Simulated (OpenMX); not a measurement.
MoS2:

```xyz
3
Lattice="3.2275 0.0000 0.0000 -1.6137 2.7951 0.0000 0.0000 0.0000 6.3125" Properties=species:S:1:pos:R:3 pbc="T T T"
Mo    0.0000    0.0000    3.1562
S     1.6137    0.9317    4.7008
S     0.0000    1.8634    1.6117
```

Measurements of this composition are mostly on another form, of space group No. 194.

| Quantity | Value |
| --- | --- |
| Program | OpenMX 3.8.5 |
| Task | single point |
| Functional | PBE |
| Potentials or basis | OpenMX 2013 PBE set, Mo7.0-s3p2d2, S7.0-s2p2d1f1, grid cutoff 400 Ry |
| k mesh | 9 × 9 × 5 |
| Occupations | fermi-dirac, width 0.05 eV |
| Spin | no spin polarisation |

On this cell: pressure 3.9 GPa; largest force 0.790 eV/Å; band gap on the k mesh none (metal or under the smearing width).

The same run follows on a disturbed copy (atoms moved at random, drawn with an rms of 0.05 Å):

```
CELL_PARAMETERS angstrom
3.22746 0.00000 0.00000
-1.61373 2.79507 0.00000
0.00000 0.00000 6.31247
ATOMIC_POSITIONS crystal
Mo 0.99403 0.98173 0.49930
S 0.65564 0.32224 0.74824
S 0.33381 0.68688 0.25256
```

Problem. What does the disturbed cell give?

Solution. The energy (extrapolated to zero smearing) moves by +3.7 meV/atom; pressure 2.4 GPa; largest force 0.886 eV/Å; band gap on the k mesh none (metal or under the smearing width).

Forces on the atoms (eV/Å):
```
Mo  -0.292  0.428  0.296
S    0.061  0.138  0.349
S    0.235 -0.562 -0.643
```

Caveats: the basis of atomic orbitals isn't converged, which shifts pressures, moduli and gaps; this functional lacks dispersion, which binds the layers, so the pressure and a relaxed spacing across them are unreliable (some runs).
